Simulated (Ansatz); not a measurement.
# BeS (F-43m) at temperature and pressure, part 3 of 3

How does compression alter the response of BeS to heat?

Ansatz 0.2.0; DFT RPBE, scalar-relativistic, plane waves, PAW.

So far, isothermal bulk modulus at 298 K (GPa): step 6 (the quasi-harmonic study, pressure 5 GPa) 103.

The database entry behind the starting cell differs from later determinations by our own check (0.1 to 0.3 % short, probably kX units), so it need not match the best structure at ambient conditions.

## 9. The quasi-harmonic study, pressure 20 GPa

The study relaxes the crystal at several strains, solves the phonons on some of them and minimises the free energy at each temperature (static energy, vibrations, the electrons in a metal, and PV under a set pressure); the q-mesh sets how far the force constants reach.

Contents of input.yaml:

```yaml
crystal:
  lattice:
    - [0.0, 2.326092425, 2.326092425]
    - [2.326092425, 0.0, 2.326092425]
    - [2.326092425, 2.326092425, 0.0]
  atoms:
    - { symbol: Be, position: [0.0, 0.0, 0.0] }
    - { symbol: S, position: [0.25, 0.25, 0.25] }
kpoints:
  mp_grid: { grid: [8, 8, 8] }
hamiltonian:
  xc: rpbe
scf:
  occupations: { method: fixed }
output:
  eigenvalues: true
phonons:
  method: dfpt
  qmesh: [4, 4, 4]
  temperatures: { t_max: 800.0, t_step: 50 }
  thermal_expansion: { pressure: 20.0 }
```

Started as:

```console
ansatz run input.yaml --threads 4 --pin off --max-ram 8192MiB --backend cpu --events-out ev --progress --plain --runs-dir out
```

Numbers of over 12 decimals in the logs are rounded to 6 here.

What it wrote:

```text
[...]
Crystal: 2 atoms, lattice volume = 25.172 Å³
Basis set: ecut = 487.2 eV, 609 PW (Γ), exchange–correlation on 48×48×48 points (8 copies of the dense FFT grid, shifted against one another)
Bands: 8, of which v1, the nominal top of the filled ones, is band 4 counted from 1 (3 counted from 0)
Symmetry: 24 space group operations
[...]
k-points: 29 of 512 (time reversal used)
[...]
SCF iter   1: F=—  HF=-1001.063869 eV  |F-HF|=—  |Δ(HF+E_count)|=         —  Δρ=2.89e-3  dr2=1.93e-3  ethr=1.77e-3  ⟨swp⟩=4.2  Hψ=1666  notcnv=0  defer=45
[...]
SCF iter   7: F=-1001.062287 eV  HF=-1001.062287 eV  |F-HF|=4.89e-12  |Δ(HF+E_count)|=  1.74e-10  Δρ=1.98e-7  dr2=9.80e-12  ethr=1.00e-12  ⟨swp⟩=7.7  Hψ=1379  notcnv=0
SCF 1 converged in 7 iterations: F = -1001.062287 eV  dr2 = 9.80e-12
[...]
relax step   1: F+E_penalty+E_count = -1001.06228693 eV  Δ(F+E_penalty+E_count) = +0.000e0 eV  max|allowed force component| = 1.596e-16 eV/Å  Δτ_max = 0.0000 Å  (7 SCF iters, accepted)
SCF converged after 7 iterations
Free energy (F): -1001.062287 eV
[...]
Internal energy: -1001.062287 eV  (E = F + TS)
E sigma→0 (E₀):  -1001.062287 eV
Fermi energy:    6.954799 eV
[...]
--- Stress (GPa, compression-positive) ---
       19.963527      -0.000000      -0.000000
       -0.000000      19.963527       0.000000
       -0.000000       0.000000      19.963527
  P = ⅓ Tr σ = 19.9635 GPa (199.635 kbar)
--- Band table (eV; the first three rows and the last of 29) ---
[...]
── thermal expansion: 3 new cells, 3 in all ──
thermal expansion: relaxation of cell 2
thermal expansion: relaxation of cell 3
── thermal expansion: 2 new cells, 5 in all ──
thermal expansion: relaxation of cell 4
thermal expansion: lower-state search of cell 4
thermal expansion: phonons of cell 4
thermal expansion: relaxation of cell 5
thermal expansion: phonons of cell 5
── thermal expansion: 5 new cells, 10 in all ──
thermal expansion: relaxation of cell 6
thermal expansion: relaxation of cell 7
thermal expansion: relaxation of cell 8
thermal expansion: relaxation of cell 9
thermal expansion: relaxation of cell 10
thermal expansion: phonons of cell 6
thermal expansion: phonons of cell 7
--- Relaxed structure (1 steps of the walk, 1 accepted, 0 SCFs on fresh bases) ---
  F+E_penalty+E_count = -1001.06228693 eV   max|allowed force component| = 1.596e-16 eV/Å
  atoms:
    - { symbol: Be, position: [0.0, 0.0, 0.0] }
    - { symbol: S, position: [0.25, 0.25, 0.25] }
--- Thermal expansion: 10 cells in 3 rounds, 20 GPa ---
  no lower state was reached at cell 4
  without vibrations: a 3.28934, b 3.28934, c 3.28934 Å, V 25.1658 Å³, B 157.51 GPa
  at 0 K: a 3.29760, b 3.29760, c 3.29760 Å, V 25.3559 Å³, B 155.32 GPa
  zero-point expansion: a +0.251, b +0.251, c +0.251, V +0.755 %
[...]
0.00    3.29760    3.29760    3.29760    25.3559 |    0.00    0.00    0.00    0.00 |    2.57 |     0.000     0.000 |   155.32   155.32
   100.00    3.29760    3.29760    3.29760    25.3558 |    0.05    0.05    0.05    0.15 |    3.88 |     9.917     9.917 |   155.26   155.26
   200.00    3.29779    3.29779    3.29779    25.3602 |    1.28    1.28    1.28    3.85 |    6.06 |    23.364    23.357 |   154.88   154.93
   298.15    3.29844    3.29844    3.29844    25.3753 |    2.70    2.70    2.70    8.09 |       - |    32.864    32.818 |   154.18   154.40
   350.00    3.29895    3.29895    3.29895    25.3871 |    3.25    3.25    3.25    9.76 |    8.96 |    36.310    36.232 |   153.74   154.08
   450.00    3.30016    3.30016    3.30016    25.4150 |    4.02    4.02    4.02   12.05 |   10.31 |    40.822    40.669 |   152.83   153.41
   550.00    3.30157    3.30157    3.30157    25.4477 |    4.50    4.50    4.50   13.51 |   11.32 |    43.582    43.349 |   151.88   152.70
   650.00    3.30312    3.30312    3.30312    25.4834 |    4.83    4.83    4.83   14.49 |   12.10 |    45.365    45.049 |   150.91   151.97
   750.00    3.30475    3.30475    3.30475    25.5213 |    5.07    5.07    5.07   15.20 |   12.73 |    46.579    46.180 |   149.93   151.22
   800.00    3.30560    3.30560    3.30560    25.5409 |    5.16    5.16    5.16   15.48 |   13.00 |    47.047    46.607 |   149.44   150.85
[...]
vibrations' free energy: its fit passes through its cells
  the electrons' free energy at temperature is not in it: every band gap is over 0.83 eV
  free energies summed between the sampled wave vectors
[...]
band gaps on the cells' k-points are 2.797 to 2.982 eV
```

Elapsed: 95 s, on 4 threads of Arm Neoverse V2, shared host; peak memory 0.65 GiB; 5.8 min of CPU time.

Numbers from this step:

```
volume expansion coefficient at 298 K            : 8.086 1e-6/K
C_P at 298 K                                     : 16.43 J/mol-atom/K
entropy at 298 K                                 : 13.47 J/mol-atom/K
isothermal bulk modulus at 298 K                 : 154.2 GPa
Grüneisen parameter at 298 K                     : 0.5805
volume at 298 K                                  : 12.69 Å³/atom
principal linear expansion coefficients at 298 K : 2.695, 2.695, 2.695 1e-6/K
```

Strained cells of the study; zero-point energy where phonons were solved; the pressures are stresses at a fixed cutoff and can carry an offset from the finite basis. Expansion cells, by row:

```tsv
cell	|a| (Å)	|b| (Å)	|c| (Å)	V (Å³/atom)	E - E_lowest (meV/atom)	pressure, compression positive (GPa)	gap (eV)	zero-point energy (meV/atom)
1	3.29	3.29	3.29	12.59	43.92	19.96	2.89	-
2	3.316	3.316	3.316	12.89	9.473	16.34	2.96	-
3	3.263	3.263	3.263	12.29	84.53	23.87	2.817	-
4	3.289	3.289	3.289	12.58	44.07	19.97	2.89	87.36
5	3.306	3.306	3.306	12.77	21.79	17.67	2.934	85.97
6	3.297	3.297	3.297	12.67	33.37	18.89	2.911	86.71
7	3.313	3.313	3.313	12.85	13.54	16.79	2.952	85.42
8	3.257	3.257	3.257	12.21	95.94	24.92	2.797	-
9	3.273	3.273	3.273	12.4	68.77	22.39	2.844	-
10	3.324	3.324	3.324	12.99	0	15.27	2.982	-
```

Quasi-harmonic; a, b, c are the run's own cell vectors. Expansion, by row:

```tsv
T (K)	a (Å)	b (Å)	c (Å)	alpha (deg)	beta (deg)	gamma (deg)	cell volume (Å³/cell)	alpha_a (1e-6/K)	alpha_b (1e-6/K)	alpha_c (1e-6/K)	alpha_V (1e-6/K)	C_P (J/mol-atom/K)	C_V (J/mol-atom/K)	S (J/mol-atom/K)	B_T (GPa)	B_S (GPa)	Grueneisen	extrapolation	fit error (1e-6/K)
0	3.298	3.298	3.298	60	60	60	25.36	0	0	0	0	0	0	0	155.3	155.3	-	0	0
50	3.298	3.298	3.298	60	60	60	25.36	-0.02	-0.02	-0.02	-0.06	1.113	1.113	0.338	155.3	155.3	-0.068	0	0
100	3.298	3.298	3.298	60	60	60	25.36	0.05	0.05	0.05	0.15	4.958	4.958	2.266	155.3	155.3	0.035	0	0
150	3.298	3.298	3.298	60	60	60	25.36	0.53	0.53	0.53	1.6	8.512	8.512	4.962	155.1	155.1	0.222	0	0
200	3.298	3.298	3.298	60	60	60	25.36	1.28	1.28	1.28	3.85	11.68	11.68	7.855	154.9	154.9	0.39	0	0
250	3.298	3.298	3.298	60	60	60	25.37	2.05	2.05	2.05	6.16	14.37	14.35	10.76	154.6	154.7	0.507	0	0.01
298.1	3.298	3.298	3.298	60	60	60	25.38	2.7	2.7	2.7	8.09	16.43	16.41	13.47	154.2	154.4	0.58	0	0.01
300	3.298	3.298	3.298	60	60	60	25.38	2.72	2.72	2.72	8.15	16.5	16.48	13.58	154.2	154.4	0.583	0	0.01
350	3.299	3.299	3.299	60	60	60	25.39	3.25	3.25	3.25	9.76	18.16	18.12	16.25	153.7	154.1	0.633	0	0.01
400	3.3	3.3	3.3	60	60	60	25.4	3.68	3.68	3.68	11.04	19.43	19.37	18.76	153.3	153.8	0.668	0	0.01
450	3.3	3.3	3.3	60	60	60	25.41	4.02	4.02	4.02	12.05	20.41	20.33	21.11	152.8	153.4	0.693	0	0.01
500	3.301	3.301	3.301	60	60	60	25.43	4.29	4.29	4.29	12.86	21.18	21.08	23.3	152.4	153.1	0.711	0	0.01
550	3.302	3.302	3.302	60	60	60	25.45	4.5	4.5	4.5	13.51	21.79	21.67	25.35	151.9	152.7	0.725	0	0.01
600	3.302	3.302	3.302	60	60	60	25.47	4.68	4.68	4.68	14.04	22.28	22.14	27.27	151.4	152.3	0.736	0	0.01
650	3.303	3.303	3.303	60	60	60	25.48	4.83	4.83	4.83	14.49	22.68	22.52	29.07	150.9	152	0.745	0	0.01
700	3.304	3.304	3.304	60	60	60	25.5	4.96	4.96	4.96	14.87	23.01	22.83	30.76	150.4	151.6	0.752	0	0.01
750	3.305	3.305	3.305	60	60	60	25.52	5.07	5.07	5.07	15.2	23.29	23.09	32.36	149.9	151.2	0.758	0	0.02
800	3.306	3.306	3.306	60	60	60	25.54	5.16	5.16	5.16	15.48	23.52	23.3	33.87	149.4	150.8	0.763	0	0.02
```

Table of expansion coefficient by temperature; values in 1e-6/K:

```tsv
temperature (K)	volume	principal 1
0	0	0
50	-0.06	-0.02
100	0.15	0.05
150	1.6	0.53
200	3.85	1.28
250	6.16	2.05
298	8.09	2.7
300	8.15	2.72
350	9.76	3.25
400	11.0	3.68
450	12.1	4.02
500	12.9	4.29
550	13.5	4.5
600	14.0	4.68
650	14.5	4.83
700	14.9	4.96
750	15.2	5.07
800	15.5	5.16
```

Changing the pressure (5 → 20 GPa) takes the volume expansion at 298 K from 16.4 to 8.09 × 10⁻⁶/K and B_T from 103 to 154 GPa.

## 10. Results

| Quantity | Value |
| --- | --- |
| settings of these figures | RPBE, 487.2 eV, k 8×8×8, q 4×4×4, 5 GPa |
| volume expansion coefficient at 298 K | 16.39 1e-6/K |
| C_P at 298 K | 17.98 J/mol-atom/K |
| entropy at 298 K | 14.88 J/mol-atom/K |
| isothermal bulk modulus at 298 K | 102.6 GPa |
| Grüneisen parameter at 298 K | 0.8076 |
| volume at 298 K | 14.28 Å³/atom |
| principal linear expansion coefficients at 298 K | 5.462, 5.462, 5.462 1e-6/K |

What this shows: Near room temperature and at 5 GPa BeS expands by 16.4 × 10⁻⁶/K in volume by RPBE, with C_P = 18.0 J/(mol K) per mole of atoms and B_T = 103 GPa. C_P at room temperature is 72 % of the classical 3R an atom, so the stiffest modes are still partly frozen out. Going from 5 to 20 GPa changes the volume expansion at 298 K from 16.4 to 8.09 × 10⁻⁶/K; since α = γC_V/(B V), it follows the bulk modulus (103 → 154 GPa) and the Grüneisen parameter (0.81 → 0.58). The interpolation has no quadrupole term, so branches near the zone centre are less sure, since this crystal has sites that are not centres of inversion. The PAW files were made for PBE and are used here under another functional, for which the program regenerates the frozen cores.

[Logs are printed without paths, hosts, clocks, repeated set-up lines and the standing remarks that a program may print on its own settings, such as how far it seeks lower states.]

[Hosts, paths, dates, database ids (printed as entryN), source tags and the programs' standing remarks are cut or masked in the printed files.]

[A step with changed settings may run another functional than the one named; its input shows which.]
